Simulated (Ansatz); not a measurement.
Computed with Ansatz, DFT PBE, scalar-relativistic, plane waves, PAW. Settings: cutoff 420 eV, Γ-centred meshes spaced at most about 0.3 Å⁻¹, and about 0.25 Å⁻¹ or finer for metals (2π included), Gaussian smearing. No spin polarisation.

Each guess is relaxed in cell and atoms at zero pressure, on a coarse mesh first where it starts far from rest and then on a converged one. The steps can't lower the symmetry of the start, but it can rise. Energies are static (0 K, no zero-point motion).

Two unrelaxed guesses for Si5Ge:

A.

```
Si Ge
1.0
     5.54290    0.00000    0.00000
     0.00000    5.54290    0.00000
     0.00000    0.00000    3.70526
Si Ge
5 1
Direct
  0.76724 0.23276 0.50000
  0.23276 0.76724 0.50000
  0.76724 0.76724 0.50000
  0.23276 0.23276 0.50000
  0.00000 0.00000 0.50000
  0.00000 0.00000 0.00000
```

B.

```
Si Ge
1.0
     2.00701   -5.89108    0.00000
     2.00701    5.89108    0.00000
     0.00000    0.00000    4.00828
Si Ge
5 1
Direct
  0.33658 0.66342 0.00000
  0.66342 0.33658 0.00000
  0.50000 0.50000 0.50000
  0.83417 0.16583 0.50000
  0.16583 0.83417 0.50000
  0.00000 0.00000 0.00000
```

Question: Where do they end, and which end is lower?

Answer: B ends lower, by 297 meV/atom. A: P4/mmm at 19.0 Å³/atom → P4/mmm at 26.1 Å³/atom; B: Cmmm at 15.8 Å³/atom → Cmmm at 15.6 Å³/atom. Counting Si atoms around Ge (those within 1.25 times the shortest such distance or 1.15 times the sum of covalent radii; a plus sign parts nearer from farther groups), the end of A has Ge 2 and the end of B has Ge 4+8. End of A. Conventional cell: a = 5.692 Å, c = 4.836 Å. Si on a site of symmetry m2m has 3 Si at 2.31–2.39 Å; Si on a site of symmetry 4/mmm is surrounded by 4 Si at 2.39 Å and 2 Ge at 2.42 Å; Ge is surrounded by 2 Si at 2.42 Å. End of B. Conventional cell: a = 3.717 Å, b = 13.404 Å, c = 3.766 Å. Si on a site of symmetry m2m is surrounded by 8 Si at 2.63–2.80 Å, 2 Ge at 3.05 Å and 2 Si at 3.07 Å; Si on a site of symmetry mmm has 4 Ge at 2.65 Å, 4 Si at 2.88 Å and 4 Si at 3.07 Å; Ge has 4 Si at 2.65 Å and 8 Si at 2.90–3.05 Å; 1 more site not described.

Ends held by symmetry can be saddle points. Neither end is the lowest form computed: that has space group P6/mmm (No. 191) and lies 39 meV/atom below the better end. Even the lowest of the cells shown lies +0.53 eV/atom against the elements. Some types were kept out of the candidates beforehand, so the set may lack a known form.
